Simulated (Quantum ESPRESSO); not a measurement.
Runs of Quantum ESPRESSO 7.5 on CuO. The structure is hexagonal, space group P6_3/mmc (No. 194). The conventional cell has a = 3.180 Å, b = 3.180 Å, c = 4.431 Å, α = 90.00°, β = 90.00°, γ = 120.00°. Cu (site symmetry -3m) has 6 O at 2.14 Å and 2 Cu at 2.22 Å as nearest neighbours. Around O (site symmetry -6m2) lie 6 Cu at 2.14 Å. Measurements of this composition are mostly on another form, of space group No. 15.

```tsv
task	level	potentials or basis	cell	cutoff (eV)	most ionic steps	forc conv thr	etot conv thr	ion dynamics	cell dynamics	gap on the mesh (eV)	pressure (GPa)
relaxation of cell and atoms	PBEsol	GBRV 1.5 PBEsol	relaxed to 0.3 kbar	762	40	0.0004 Ry/bohr	1e-05 Ry	bfgs	bfgs	none	0.0
single point	PBE	SSSP 1.3 efficiency PBE	as given	748	-	-	-	-	-	none	5.9
band structure	LDA	GBRV 1.5 LDA	as given	762	-	-	-	-	-	none	(a)
single point	PBE	SSSP 1.3 efficiency PBE	atoms moved at random, drawn with an rms of 0.05 Å	748	-	-	-	-	-	none	6.4
```

Alike in all rows: no spin polarisation; k mesh 10 × 10 × 6; smearing fermi-dirac 0.05 eV.

**Question.** Estimate the missing entries.

**Answer.** (a) -9.4.

Caveats: the run has no spin polarisation, though such a crystal can be magnetic; semilocal functionals often make such compounds metallic where correlation or magnetic order opens a gap, which also shifts bond lengths.

A gap of «none» marks a metal or a gap under the smearing width.

The runs don't all hold the same shells in valence.
